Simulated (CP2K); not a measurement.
# Si (Cmce) in CP2K: band structure with LDA

Aim: the band structure of Si with LDA.

Program: CP2K 2026.2. These are calculated values, not measurements. Logs are shortened: lines on timing, memory, paths and dates and some standing lists are left out, and cuts for length are marked.

## Step 1: The structure

The structure is orthorhombic, space group Cmce (No. 64). Conventional cell: a = 8.750 Å, b = 5.155 Å, c = 5.183 Å, α = 90.00°, β = 90.00°, γ = 90.00°. Around Si (site symmetry 2) lie 10 Si at 2.60 to 2.84 Å. Around Si (site symmetry m) lie 9 Si at 2.41 to 2.77 Å.

This isn't the form of Si at room conditions, which is diamond.

## Step 2: Band structure, LDA

Input file si_bands.inp:

```
&GLOBAL
  PROJECT si_bands
  RUN_TYPE ENERGY_FORCE
  PRINT_LEVEL LOW
&END GLOBAL
&FORCE_EVAL
  METHOD QS
  STRESS_TENSOR ANALYTICAL
  &DFT
    BASIS_SET_FILE_NAME BASIS_MOLOPT_UZH
    POTENTIAL_FILE_NAME GTH_POTENTIALS
    &MGRID
      CUTOFF 450
      REL_CUTOFF 60
      NGRIDS 4
    &END MGRID
    &QS
      METHOD GPW
      EPS_DEFAULT 1.0E-9
    &END QS
    &KPOINTS
      SCHEME MONKHORST-PACK 6 6 5
      GAMMA_CENTERED T
      SYMMETRY T
      SYMMETRY_BACKEND SPGLIB
    &END KPOINTS
    &SCF
      SCF_GUESS ATOMIC
      EPS_SCF 1.0E-6
      MAX_SCF 100
      ADDED_MOS 22
      CHOLESKY OFF
      EPS_EIGVAL 1.0E-7
      &DIAGONALIZATION ON
        ALGORITHM STANDARD
      &END DIAGONALIZATION
      &MIXING ON
        METHOD BROYDEN_MIXING
        ALPHA 0.4
        BETA 1.5
        NBUFFER 8
      &END MIXING
      &SMEAR ON
        METHOD FERMI_DIRAC
        ELECTRONIC_TEMPERATURE 116.05
      &END SMEAR
    &END SCF
    &XC
      &XC_FUNCTIONAL
        &LDA_X
        &END LDA_X
        &LDA_C_PW
        &END LDA_C_PW
      &END XC_FUNCTIONAL
    &END XC
    &PRINT
      &KPOINTS ON
      &END KPOINTS
      &MULLIKEN ON
      &END MULLIKEN
      &MO ON
        ENERGIES T
        OCCUPATION_NUMBERS T
        &EACH
          QS_SCF 0
        &END EACH
        ADD_LAST NUMERIC
      &END MO
      &BAND_STRUCTURE
        FILE_NAME bands.bs
        ADDED_MOS 6
        &KPOINT_SET
          UNITS B_VECTOR
          NPOINTS 6
          SPECIAL_POINT GAMMA 0.00000000 0.00000000 0.00000000
          SPECIAL_POINT X 0.33675302 -0.33675302 0.00000000
          SPECIAL_POINT S 0.00000000 -0.50000000 0.00000000
          SPECIAL_POINT R 0.00000000 -0.50000000 -0.50000000
          SPECIAL_POINT A 0.33675302 -0.33675302 -0.50000000
          SPECIAL_POINT Z 0.00000000 0.00000000 -0.50000000
          SPECIAL_POINT GAMMA 0.00000000 0.00000000 0.00000000
          SPECIAL_POINT Y -0.50000000 -0.50000000 0.00000000
          SPECIAL_POINT X1 -0.33675302 -0.66324698 0.00000000
          SPECIAL_POINT A1 -0.33675302 -0.66324698 -0.50000000
          SPECIAL_POINT T -0.50000000 -0.50000000 -0.50000000
          SPECIAL_POINT Y -0.50000000 -0.50000000 0.00000000
        &END KPOINT_SET
        &KPOINT_SET
          UNITS B_VECTOR
          NPOINTS 6
          SPECIAL_POINT Z 0.00000000 0.00000000 -0.50000000
          SPECIAL_POINT T -0.50000000 -0.50000000 -0.50000000
        &END KPOINT_SET
      &END BAND_STRUCTURE
    &END PRINT
  &END DFT
  &SUBSYS
    &CELL
      ABC 5.0779198146 5.0779198146 5.1830670000
      ALPHA_BETA_GAMMA 90.0000000000 90.0000000000 61.0027471589
      PERIODIC XYZ
    &END CELL
    &COORD
      Si  5.9885365744 3.5277110073 0.0000000000
      Si  2.2187709522 1.3070276208 2.5915335000
      Si  1.5509946699 0.9136557657 0.0000000000
      Si  5.3207602921 3.1343391522 2.5915335000
      Si  2.8687613406 3.7502012758 3.4940609567
      Si  4.6707699037 0.6911654972 1.6890060433
      Si  3.3626157113 2.9118488837 0.9025274567
      Si  4.1769155330 1.5295178893 4.2805395433
    &END COORD
    &KIND Si
      BASIS_SET TZVP-MOLOPT-PBE-GTH-q4
      POTENTIAL GTH-PADE-q4
    &END KIND
    &PRINT
      &ATOMIC_COORDINATES ON
      &END ATOMIC_COORDINATES
      &CELL ON
      &END CELL
    &END PRINT
  &END SUBSYS
  &PRINT
    &FORCES ON
    &END FORCES
    &STRESS_TENSOR ON
    &END STRESS_TENSOR
  &END PRINT
&END FORCE_EVAL
```

Potentials or basis: GTH_POTENTIALS Si GTH-PADE-q4; TZVP-MOLOPT-PBE-GTH basis.

Command:

```sh
$ OMP_NUM_THREADS=1 mpirun -n 3 cp2k.psmp -i si_bands.inp -o si_bands.out
```

si_bands.out:

```text

 CP2K| version string:                                       CP2K version 2026.2
 CP2K| Input file name                                              si_bands.inp

 GLOBAL| Force Environment number                                              1
 GLOBAL| Basis set file name                                    BASIS_MOLOPT_UZH
 GLOBAL| Potential file name                                      GTH_POTENTIALS
 GLOBAL| MM Potential file name                                     MM_POTENTIAL
 GLOBAL| Coordinate file name                                      __STD_INPUT__
 GLOBAL| Method name                                                        CP2K
 GLOBAL| Project name                                                   si_bands
 GLOBAL| Run type                                                   ENERGY_FORCE
 GLOBAL| FFT library                                                       FFTW3
 GLOBAL| Diagonalization library                                       ScaLAPACK
 GLOBAL| Cholesky decomposition library                                ScaLAPACK
 GLOBAL| DGEMM library                                                      BLAS
 GLOBAL| Direct generalized diagonalization requested                          F
 GLOBAL| Matrix multiplication library                                 ScaLAPACK
 GLOBAL| Global print level                                                  LOW
 GLOBAL| Total number of message passing processes                             3
 GLOBAL| Number of threads for this process                                    1
 GLOBAL| CPU model name                                                  UNKNOWN

 CELL| Volume [angstrom^3]:                                           116.893214
 CELL| Vector a [angstrom]:       5.078     0.000     0.000   |a| =     5.077920
 CELL| Vector b [angstrom]:       2.462     4.441     0.000   |b| =     5.077920
 CELL| Vector c [angstrom]:       0.000     0.000     5.183   |c| =     5.183067
 CELL| Angle (b,c), alpha [degree]:                                    90.000000
 CELL| Angle (a,c), beta  [degree]:                                    90.000000
 CELL| Angle (a,b), gamma [degree]:                                    61.002747
 CELL| Numerically orthorhombic:                                              NO
 CELL| Periodicity                                                           XYZ

 CELL_REF| Volume [angstrom^3]:                                       116.893214
 CELL_REF| Vector a [angstrom     5.078     0.000     0.000   |a| =     5.077920
 CELL_REF| Vector b [angstrom     2.462     4.441     0.000   |b| =     5.077920
 CELL_REF| Vector c [angstrom     0.000     0.000     5.183   |c| =     5.183067
 CELL_REF| Angle (b,c), alpha [degree]:                                90.000000
 CELL_REF| Angle (a,c), beta  [degree]:                                90.000000
 CELL_REF| Angle (a,b), gamma [degree]:                                61.002747
 CELL_REF| Numerically orthorhombic:                                          NO
 CELL_REF| Periodicity                                                       XYZ
[... 9 lines left out ...]
 TOTAL NUMBERS AND MAXIMUM NUMBERS

  Total number of            - Atomic kinds:                                   1
                             - Atoms:                                          8
                             - Shell sets:                                     8
                             - Shells:                                        56
                             - Primitive Cartesian functions:                 32
                             - Cartesian basis functions:                    144
                             - Spherical basis functions:                    136

  Maximum angular momentum of- Orbital basis functions:                        2
                             - Local part of the GTH pseudopotential:          0
                             - Non-local part of the GTH pseudopotential:      2

 MODULE QUICKSTEP: ATOMIC COORDINATES IN ANGSTROM

   Atom Kind Element         X             Y             Z       Z(eff)     Mass
      1    1 Si   14      5.988537      3.527711      0.000000   4.0000  28.0855
      2    1 Si   14      2.218771      1.307028      2.591534   4.0000  28.0855
      3    1 Si   14      1.550995      0.913656      0.000000   4.0000  28.0855
      4    1 Si   14      5.320760      3.134339      2.591534   4.0000  28.0855
      5    1 Si   14      2.868761      3.750201      3.494061   4.0000  28.0855
      6    1 Si   14      4.670770      0.691165      1.689006   4.0000  28.0855
      7    1 Si   14      3.362616      2.911849      0.902527   4.0000  28.0855
      8    1 Si   14      4.176916      1.529518      4.280540   4.0000  28.0855

 SCF PARAMETERS         Density guess:                                    ATOMIC
[... 87 lines left out ...]

  Step     Update method      Time    Convergence         Total energy    Change
  ------------------------------------------------------------------------------
     1 NoMix/Diag. 0.40E+00    2.4     1.03938148       -32.9691166287 -3.30E+01
     2 Broy./Diag. 0.40E+00    2.6     0.01525433       -32.4147949012  5.54E-01
     3 Broy./Diag. 0.40E+00    2.6     0.04544141       -31.7507488877  6.64E-01
     4 Broy./Diag. 0.40E+00    2.7     0.00559999       -31.6598311564  9.09E-02
     5 Broy./Diag. 0.40E+00    2.4     0.00762807       -31.6059564888  5.39E-02
     6 Broy./Diag. 0.40E+00    2.4     0.00018421       -31.6016953101  4.26E-03
     7 Broy./Diag. 0.40E+00    2.4     0.00014470       -31.6013071684  3.88E-04
     8 Broy./Diag. 0.40E+00    2.4     0.00000914       -31.6013288831 -2.17E-05
     9 Broy./Diag. 0.40E+00    2.4     0.00000502       -31.6014455387 -1.17E-04
    10 Broy./Diag. 0.40E+00    2.4     0.00000716       -31.6014821379 -3.66E-05
    11 Broy./Diag. 0.40E+00    2.4     0.00000221       -31.6014954772 -1.33E-05
    12 Broy./Diag. 0.40E+00    2.4     0.00000100       -31.6014978905 -2.41E-06

  *** SCF run converged in    12 steps ***

  Electronic density on regular grids:        -31.9999999996        0.0000000004
  Core density on regular grids:               31.9999999449       -0.0000000551
  Total charge density on r-space grids:       -0.0000000548
  Total charge density g-space grids:          -0.0000000548

  Overlap energy of the core charge distribution:               0.00000000000167
  Self energy of the core charge distribution:                -82.06393942512820
  Core Hamiltonian energy:                                     17.38218316058181
  Hartree energy:                                              42.88475175445676
  Exchange-correlation energy:                                 -9.80444876247313
  Electronic entropic energy:                                  -0.00004461813393
  Fermi energy:                                                 0.33311066093597

  Total energy:                                               -31.60149789054024
  Total energy (extrapolated to T->0):                        -31.60147558147328

 MO| EIGENVALUES AND OCCUPATION NUMBERS FOR K POINT 1
 MO|
 MO|  Index      Eigenvalue [a.u.]        Eigenvalue [eV]             Occupation
 MO|      1              -0.135472              -3.686377               2.000000
 MO|      2              -0.096412              -2.623508               2.000000
 MO|      3              -0.039879              -1.085173               2.000000
 MO|      4              -0.001636              -0.044514               2.000000
 MO|      5               0.024482               0.666177               2.000000
 MO|      6               0.049524               1.347614               2.000000
[... 563 lines left out ...]
 MO|     37               0.776632              21.133237               0.000000
 MO|     38               0.789208              21.475455               0.000000
 MO| Sum:                                                              30.000000
 MO| E(Fermi):            0.333111 a.u.          9.064402 eV

 !-----------------------------------------------------------------------------!
                     Mulliken Population Analysis

 #  Atom  Element  Kind  Atomic population                           Net charge
       1     Si       1          3.987020                              0.012980
       2     Si       1          3.987015                              0.012985
       3     Si       1          3.987023                              0.012977
       4     Si       1          3.987017                              0.012983
       5     Si       1          4.012981                             -0.012981
       6     Si       1          4.012981                             -0.012981
       7     Si       1          4.012981                             -0.012981
       8     Si       1          4.012981                             -0.012981
 # Total charge                             32.000000                 -0.000000

 !-----------------------------------------------------------------------------!

 KPOINTS| Band Structure Calculation
 KPOINTS| Number of k-point sets                                               2
 KPOINTS| Number of added MOs/bands                                            6
 KPOINTS| Number of k-points in set    1                                      67
 KPOINTS| In units of b-vector [2pi/Bohr]
 KPOINTS| Special point     1       GAMMA     0.000000     0.000000     0.000000
 KPOINTS| Special point     2           X     0.336753    -0.336753     0.000000
 KPOINTS| Special point     3           S     0.000000    -0.500000     0.000000
 KPOINTS| Special point     4           R     0.000000    -0.500000    -0.500000
 KPOINTS| Special point     5           A     0.336753    -0.336753    -0.500000
 KPOINTS| Special point     6           Z     0.000000     0.000000    -0.500000
 KPOINTS| Special point     7       GAMMA     0.000000     0.000000     0.000000
 KPOINTS| Special point     8           Y    -0.500000    -0.500000     0.000000
 KPOINTS| Special point     9          X1    -0.336753    -0.663247     0.000000
 KPOINTS| Special point    10          A1    -0.336753    -0.663247    -0.500000
 KPOINTS| Special point    11           T    -0.500000    -0.500000    -0.500000
 KPOINTS| Special point    12           Y    -0.500000    -0.500000     0.000000
 KPOINTS| Number of k-points in set    2                                       7
 KPOINTS| In units of b-vector [2pi/Bohr]
 KPOINTS| Special point     1           Z     0.000000     0.000000    -0.500000
 KPOINTS| Special point     2           T    -0.500000    -0.500000    -0.500000

 ENERGY| Total FORCE_EVAL ( QS ) energy [hartree]            -31.601498926054489

 FORCES| Atomic forces [hartree/bohr]
 FORCES|   Atom     x               y               z               |f|
 FORCES|      1 -1.21890285E-04 -7.16648680E-05  6.22396645E-08   1.41396955E-04
 FORCES|      2 -1.21938461E-04 -7.16877565E-05 -7.24968746E-08   1.41450090E-04
 FORCES|      3  1.21888710E-04  7.16185333E-05 -4.30662066E-08   1.41372111E-04
 FORCES|      4  1.21948399E-04  7.16199539E-05  5.56192149E-08   1.41424301E-04
 FORCES|      5 -9.33941468E-04  1.58578684E-03 -9.38709642E-05   1.84276377E-03
 FORCES|      6  9.33940012E-04 -1.58570313E-03  9.38509908E-05   1.84268998E-03
 FORCES|      7  9.33965000E-04 -1.58574418E-03 -9.38007817E-05   1.84273541E-03
 FORCES|      8 -9.33971907E-04  1.58577460E-03  9.38184592E-05   1.84276600E-03
 FORCES| Sum     8.72218964E-15  3.19397286E-14 -1.03129419E-13
 FORCES| Total atomic force                                       1.08313895E-13

 STRESS| Analytical stress tensor [bar]
 STRESS|                        x                   y                   z
 STRESS|      x       -4.50117937643E+04  -6.79444814661E+02  -1.25685284835E-02
 STRESS|      y       -6.79444814661E+02  -4.42538013274E+04   1.96425980508E-01
 STRESS|      z       -1.25685284835E-02   1.96425980508E-01  -3.31190605525E+04
 STRESS| 1/3 Trace                                            -4.07948852147E+04
 STRESS| Determinant                                          -6.59559908676E+13

 STRESS| Eigenvectors and eigenvalues of the analytical stress tensor [bar]
 STRESS|                        1                   2                   3
 STRESS| Eigenvalues  -4.54107971543E+04  -4.38547979409E+04  -3.31190605490E+04
 STRESS|      x           0.862305605475     -0.506388233239     -0.000002071887
 STRESS|      y           0.506388233192      0.862305605322      0.000017767249
 STRESS|      z          -0.000007210527     -0.000016369977      0.999999999840
```

Wall time 37 s (3 MPI ranks of Arm Neoverse V2, shared host).

What came out:

```yaml
Free_energy: -859.9205 eV
Pressure: -4.1 GPa
Largest_force: 0.095 eV/Å
Band_gap_on_the_k_mesh: none (metal or under the smearing width)
```

Forces on the atoms (eV/Å):
```
Si  -0.006 -0.004  0.000
Si  -0.006 -0.004  0.000
Si   0.006  0.004  0.000
Si   0.006  0.004  0.000
Si  -0.048  0.082 -0.005
Si   0.048 -0.082  0.005
Si   0.048 -0.082 -0.005
Si  -0.048  0.082  0.005
```

Levels at the corners of the path, in eV from the Fermi level:
```
point  band 12  band 13  band 14  band 15  band 16  band 17  band 18  band 19  band 20  band 21
    Γ    -2.40    -2.35    -2.35    -2.30    -1.92    -1.82    -1.78    -1.39    -1.22     1.17
    X    -4.39    -0.61    -0.08     0.17     0.30     0.45     1.50     1.97     1.98     2.09
    S    -3.25    -2.07    -2.07    -1.59    -1.59     1.43     1.43     2.78     2.78     3.00
    R    -1.17    -0.89    -0.89    -0.57    -0.57    -0.51    -0.51     1.07     1.07     2.20
    A    -3.22    -1.14    -1.14     0.03     0.03     0.37     0.37     2.72     2.72     2.92
    Z    -5.33    -4.83    -4.83    -2.64    -2.64     3.60     3.60     3.62     3.62     3.95
    Γ    -2.40    -2.35    -2.35    -2.30    -1.92    -1.82    -1.78    -1.39    -1.22     1.17
    Y    -2.89    -2.06    -2.05    -1.35    -1.24     1.12     2.21     2.48     2.51     3.42
   X1    -4.39    -0.61    -0.08     0.17     0.30     0.45     1.50     1.97     1.98     2.09
   A1    -3.22    -1.14    -1.14     0.03     0.03     0.37     0.37     2.72     2.72     2.92
    T    -1.12    -0.78    -0.78    -0.70    -0.70    -0.22    -0.22     0.92     0.92     2.27
    Y    -2.89    -2.06    -2.05    -1.35    -1.24     1.12     2.21     2.48     2.51     3.42
    Z    -5.33    -4.83    -4.83    -2.64    -2.64     3.60     3.60     3.62     3.62     3.95
    T    -1.12    -0.78    -0.78    -0.70    -0.70    -0.22    -0.22     0.92     0.92     2.27
```

Caveat: the basis of atomic orbitals isn't converged, which shifts pressures, moduli and gaps.
